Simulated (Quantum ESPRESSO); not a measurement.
# Sn (Immm) in Quantum ESPRESSO: further runs, part 2 of 2

Quantum ESPRESSO 7.5. The steps go on from the part before.

## (3) Phonons, PBE

Contents of pw.in:

```
&CONTROL
  calculation = 'scf'
  prefix = 'pwscf'
  outdir = './tmp'
  pseudo_dir = './pseudo'
  tprnfor = .true.
  tstress = .true.
  disk_io = 'low'
/
&SYSTEM
  ibrav = 0
  celldm(1) = 8
  nat = 1
  ntyp = 1
  ecutwfc = 72
  nbnd = 13
  occupations = 'smearing'
  smearing = 'mv'
  degauss = 0.00999582
/
&ELECTRONS
  conv_thr = 2d-10
  electron_maxstep = 120
  mixing_beta = 0.5
/
ATOMIC_SPECIES
Sn   118.7100 Sn.upf
CELL_PARAMETERS alat
 -0.4078357316857   0.4194121939251   0.5523532457137
  0.4078357316857  -0.4194121939251   0.5523532457137
  0.4078357316857   0.4194121939251  -0.5523532457137
ATOMIC_POSITIONS crystal
Sn     0.0000000000    0.0000000000    0.0000000000
K_POINTS automatic
9 9 9 0 0 0
```

Contents of relax.in:

```
&CONTROL
  calculation = 'vc-relax'
  prefix = 'pwscf'
  outdir = './tmp'
  pseudo_dir = './pseudo'
  tprnfor = .true.
  tstress = .true.
  disk_io = 'low'
  nstep = 40
  forc_conv_thr = 0.0001
  etot_conv_thr = 1d-06
/
&SYSTEM
  ibrav = 0
  celldm(1) = 8
  nat = 1
  ntyp = 1
  ecutwfc = 72
  nbnd = 13
  occupations = 'smearing'
  smearing = 'mv'
  degauss = 0.00999582
/
&ELECTRONS
  conv_thr = 2d-10
  electron_maxstep = 120
  mixing_beta = 0.5
/
&IONS
  ion_dynamics = 'bfgs'
/
&CELL
  cell_dynamics = 'bfgs'
  press = 0
  press_conv_thr = 0.2
/
ATOMIC_SPECIES
Sn   118.7100 Sn.upf
CELL_PARAMETERS alat
 -0.4078357316857   0.4194121939251   0.5523532457137
  0.4078357316857  -0.4194121939251   0.5523532457137
  0.4078357316857   0.4194121939251  -0.5523532457137
ATOMIC_POSITIONS crystal
Sn     0.0000000000    0.0000000000    0.0000000000
K_POINTS automatic
9 9 9 0 0 0
```

Contents of scf2.in:

```
&CONTROL
  calculation = 'scf'
  prefix = 'pwscf'
  outdir = './tmp'
  pseudo_dir = './pseudo'
  tprnfor = .true.
  tstress = .true.
  disk_io = 'low'
/
&SYSTEM
  ibrav = 0
  celldm(1) = 8
  nat = 1
  ntyp = 1
  ecutwfc = 72
  nbnd = 13
  occupations = 'smearing'
  smearing = 'mv'
  degauss = 0.00999582
/
&ELECTRONS
  conv_thr = 1d-13
  electron_maxstep = 120
  mixing_beta = 0.5
  startingpot = 'file'
  startingwfc = 'file'
/
ATOMIC_SPECIES
Sn   118.7100 Sn.upf
CELL_PARAMETERS alat
 -0.4039652660216   0.4040626951038   0.5675600296779
  0.4039652660216  -0.4040626951038   0.5675600296779
  0.4039652660216   0.4040626951038  -0.5675600296779
ATOMIC_POSITIONS crystal
Sn     0.0000000000    0.0000000000    0.0000000000
K_POINTS automatic
9 9 9 0 0 0
```

Contents of ph.in:

```
phonons of Sn
&INPUTPH
  prefix = 'pwscf'
  outdir = './tmp'
  tr2_ph = 1d-18
  fildyn = 'dyn'
  niter_ph = 90
  alpha_mix(1) = 0.4
/
0.3053485695 0.9323079984 -0.0000000000
```

Potentials or basis: PseudoDojo 0.4.1 SR PBE standard.

Run with:

```
$ OMP_NUM_THREADS=1 pw.x -in pw.in > pw.out
$ OMP_NUM_THREADS=1 pw.x -in relax.in > relax.out
$ OMP_NUM_THREADS=1 pw.x -in scf2.in > scf2.out
$ OMP_NUM_THREADS=1 ph.x -in ph.in > ph.out
```

pw.out:

```text
This program is part of the open-source Quantum ESPRESSO suite
     for quantum simulation of materials; please cite
         "P. Giannozzi et al., J. Phys.:Condens. Matter 21 395502 (2009);
         "P. Giannozzi et al., J. Phys.:Condens. Matter 29 465901 (2017);
         "P. Giannozzi et al., J. Chem. Phys. 152 154105 (2020);
     in publications or presentations arising from this work. More details at

     Message from routine setup:
     using ibrav=0 with symmetry is DISCOURAGED, use correct ibrav instead

     G-vector sticks info
     --------------------
     sticks:   dense  smooth     PW     G-vecs:    dense   smooth      PW
     Sum         947     947    299                15993    15993    2799

     Using Slab Decomposition

     bravais-lattice index     =            0
     lattice parameter (alat)  =       8.0000  a.u.
     unit-cell volume          =     193.4965 (a.u.)^3
     number of atoms/cell      =            1
     number of atomic types    =            1
     number of electrons       =        14.00
     number of Kohn-Sham states=           13
     kinetic-energy cutoff     =      72.0000  Ry
     charge density cutoff     =     288.0000  Ry
     scf convergence threshold =      2.0E-10
     mixing beta               =       0.5000
     number of iterations used =            8  plain     mixing
     Exchange-correlation= PBE
                           (   1   4   3   4   0   0   0)

     celldm(1)=   8.000000  celldm(2)=   0.000000  celldm(3)=   0.000000
     celldm(4)=   0.000000  celldm(5)=   0.000000  celldm(6)=   0.000000

     crystal axes: (cart. coord. in units of alat)
               a(1) = (  -0.407836   0.419412   0.552353 )
               a(2) = (   0.407836  -0.419412   0.552353 )
               a(3) = (   0.407836   0.419412  -0.552353 )

     reciprocal axes: (cart. coord. in units 2 pi/alat)
               b(1) = ( -0.000000  1.192145  0.905218 )
               b(2) = (  1.225984 -0.000000  0.905218 )
               b(3) = (  1.225984  1.192145  0.000000 )

     PseudoPot. # 1 for Sn read from file:
     Sn.upf
     Pseudo is Norm-conserving + core correction, Zval = 14.0
     Generated using ONCVPSP code by D. R. Hamann
     Using radial grid of 1628 points,  6 beta functions with:
                l(1) =   0
                l(2) =   0
                l(3) =   1
                l(4) =   1
                l(5) =   2
                l(6) =   2

     atomic species   valence    mass     pseudopotential
     Sn               14.00   118.71000     Sn( 1.00)

      8 Sym. Ops., with inversion, found

   Cartesian axes

     site n.     atom                  positions (alat units)
         1        Sn     tau(   1) = (   0.0000000   0.0000000   0.0000000  )

     number of k points=   125  Marzari-Vanderbilt smearing, width (Ry)=  0.0100

     Number of k-points >= 100: set verbosity='high' to print them.

     Dense  grid:    15993 G-vectors     FFT dimensions: (  36,  36,  36)

     Initial potential from superposition of free atoms

     starting charge      13.9985, renormalised to      14.0000
     Starting wfcs are    9 randomized atomic wfcs +    4 random wfcs

     Self-consistent Calculation

     iteration #  1     ecut=    72.00 Ry     beta= 0.50
     Davidson diagonalization with overlap
     ethr =  1.00E-02,  avg # of iterations =  4.3

     Threshold (ethr) on eigenvalues was too large:
     Diagonalizing with lowered threshold

     Davidson diagonalization with overlap
     c_bands:  1 eigenvalues not converged
     ethr =  1.81E-05,  avg # of iterations =  6.1

     total energy              =    -157.61126656 Ry
     estimated scf accuracy    <       0.00253663 Ry

     iteration #  2     ecut=    72.00 Ry     beta= 0.50
     Davidson diagonalization with overlap
     ethr =  1.81E-05,  avg # of iterations =  1.0

     total energy              =    -157.61147441 Ry
     estimated scf accuracy    <       0.00028965 Ry

     iteration #  3     ecut=    72.00 Ry     beta= 0.50
     Davidson diagonalization with overlap
     ethr =  2.07E-06,  avg # of iterations =  2.5

     total energy              =    -157.61149554 Ry
     estimated scf accuracy    <       0.00002636 Ry

     iteration #  4     ecut=    72.00 Ry     beta= 0.50
     Davidson diagonalization with overlap
     ethr =  1.88E-07,  avg # of iterations =  1.0

     total energy              =    -157.61149714 Ry
     estimated scf accuracy    <       0.00000054 Ry

     iteration #  5     ecut=    72.00 Ry     beta= 0.50
     Davidson diagonalization with overlap
     ethr =  3.83E-09,  avg # of iterations =  2.6

     total energy              =    -157.61149732 Ry
     estimated scf accuracy    <       0.00000004 Ry

     iteration #  6     ecut=    72.00 Ry     beta= 0.50
     Davidson diagonalization with overlap
     ethr =  2.83E-10,  avg # of iterations =  2.0

     total energy              =    -157.61149732 Ry
     estimated scf accuracy    <          2.1E-09 Ry

     iteration #  7     ecut=    72.00 Ry     beta= 0.50
     Davidson diagonalization with overlap
     ethr =  1.49E-11,  avg # of iterations =  2.3

     End of self-consistent calculation

     Number of k-points >= 100: set verbosity='high' to print the bands.

     the Fermi energy is    10.4189 ev

!    total energy              =    -157.61149732 Ry
     estimated scf accuracy    <          4.6E-11 Ry
     smearing contrib. (-TS)   =       0.00008907 Ry
     internal energy E=F+TS    =    -157.61158639 Ry

     The total energy is F=E-TS. E is the sum of the following terms:
     one-electron contribution =     -50.09761262 Ry
     hartree contribution      =      34.40199025 Ry
     xc contribution           =     -44.05114217 Ry
     ewald contribution        =     -97.86482185 Ry

     convergence has been achieved in   7 iterations

     Forces acting on atoms (cartesian axes, Ry/au):

     atom    1 type  1   force =     0.00000000    0.00000000    0.00000000

     Total force =     0.000000     Total SCF correction =     0.000000

     Computing stress (Cartesian axis) and pressure

          total   stress  (Ry/bohr**3)                   (kbar)     P=       -7.75
  -0.00006466   0.00000000  -0.00000000           -9.51        0.00       -0.00
   0.00000000  -0.00012184  -0.00000000            0.00      -17.92       -0.00
  -0.00000000   0.00000000   0.00002842           -0.00        0.00        4.18

=------------------------------------------------------------------------------=
   JOB DONE.
=------------------------------------------------------------------------------=
```

relax.out:

```text
This program is part of the open-source Quantum ESPRESSO suite
     for quantum simulation of materials; please cite
         "P. Giannozzi et al., J. Phys.:Condens. Matter 21 395502 (2009);
         "P. Giannozzi et al., J. Phys.:Condens. Matter 29 465901 (2017);
         "P. Giannozzi et al., J. Chem. Phys. 152 154105 (2020);
[... 460 lines left out ...]
  -0.00000000  -0.00000183  -0.00000000           -0.00       -0.27       -0.00
  -0.00000000  -0.00000000   0.00000437           -0.00       -0.00        0.64

=------------------------------------------------------------------------------=
   JOB DONE.
=------------------------------------------------------------------------------=
```

Run time: 16 min. Hardware: 1 thread of Intel Xeon 6975P-C (Granite Rapids), shared host; peak memory 0.09 GiB.

Results:

```yaml
Free_energy: -2144.4239 eV
Relaxed_volume: 28.11 Å³/atom
Relaxed_cell: a = 3.409 Å, b = 3.409 Å, c = 3.409 Å, α = 119.79°, β = 119.77°, γ = 90.38°
Space_group_after_relaxing_to_0.05_Å: Fm-3m (No. 225)
Pressure_after_relaxing: 0.0 GPa
Band_gap_on_the_k_mesh: none (metal or under the smearing width)
Highest_phonon_frequency_at_the_q_point_run: 79 cm⁻¹
```

The path:
```csv
step,energy change (eV),largest force (eV/Å),pressure (GPa),volume (Å³)
1,0.0000,0.0000,-0.78,28.67
2,-0.0013,0.0000,-0.62,28.56
3,-0.0026,0.0000,-0.47,28.45
4,-0.0044,0.0000,-0.27,28.30
5,-0.0068,0.0000,0.04,28.10
6,-0.0088,0.0000,0.52,27.83
7,-0.0092,0.0000,0.60,27.79
8,-0.0096,0.0000,0.51,27.84
9,-0.0101,0.0000,0.21,28.00
10,-0.0101,0.0000,0.04,28.09
11,-0.0102,0.0000,-0.01,28.12
12,-0.0102,0.0000,-0.02,28.12
13,-0.0102,0.0000,-0.01,28.12
14,-0.0102,0.0000,-0.01,28.12
15,-0.0102,0.0000,0.00,28.11
```

Final structure:
```cif
data_structure
_symmetry_space_group_name_H-M 'P 1'
_symmetry_Int_Tables_number 1
_cell_length_a 3.4094
_cell_length_b 3.4094
_cell_length_c 3.4094
_cell_angle_alpha 119.787
_cell_angle_beta 119.771
_cell_angle_gamma 90.383
_cell_volume 28.11
loop_
_atom_site_label
_atom_site_type_symbol
_atom_site_fract_x
_atom_site_fract_y
_atom_site_fract_z
_atom_site_occupancy
Sn1 Sn 0.00000 0.00000 0.00000 1
```

Levels at points of the mesh, in eV from the Fermi level:
```tsv
k point	band 5	band 6	band 7	band 8	band 9	band 10
(0.00, 0.00, 0.00)	-21.56	-10.96	7.36	7.37	7.37	10.80
```

Phonon frequencies in cm⁻¹ (negative: imaginary):
```csv
q point,frequencies
"(0.253, -0.253, 0.500)",56 78 79
```

Caveat: the cell relaxed to another space group than the one typed; the q point doesn't lie on the k mesh, which can shift a metal's frequencies strongly unless the mesh is converged.
